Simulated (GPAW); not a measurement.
The system is TiO2 (Anatase).

```
Ti O
1.0
    -1.89210    1.89210    4.75730
     1.89210   -1.89210    4.75730
     1.89210    1.89210   -4.75730
Ti O
2 4
Direct
  0.75000 0.25000 0.50000
  0.00000 0.00000 0.00000
  0.79190 0.79190 0.00000
  0.54190 0.04190 0.50000
  0.95810 0.45810 0.50000
  0.20810 0.20810 0.00000
```

Base run:

```yaml
Program: GPAW 26.7.0
Functional: TB-mBJ
Potentials_or_basis: GPAW PAW data sets for LDA (gpaw-data 1.2.1)
Cutoff: 800 eV
Basis: pw
k_mesh: 8 × 8 × 8
Occupations: fermi-dirac, width 0.05 eV
Spin: no spin polarisation
```

Its results: band gap on the k mesh 3.01 eV, indirect (least direct gap 3.30 eV).

**Question.** The run is repeated on the same cell with these changes: functional from TB-mBJ to optB88-vdW; potentials or basis from GPAW PAW data sets for LDA (gpaw-data 1.2.1) to GPAW PAW data sets (gpaw-data 1.2.1). What comes out?

**Answer.** Band gap on the k mesh 2.15 eV, indirect (least direct gap 2.45 eV).

Caveats: a model potential gives levels but no total energy (some runs).

A k mesh can miss the band edges.

Not every run made on this cell is shown here.
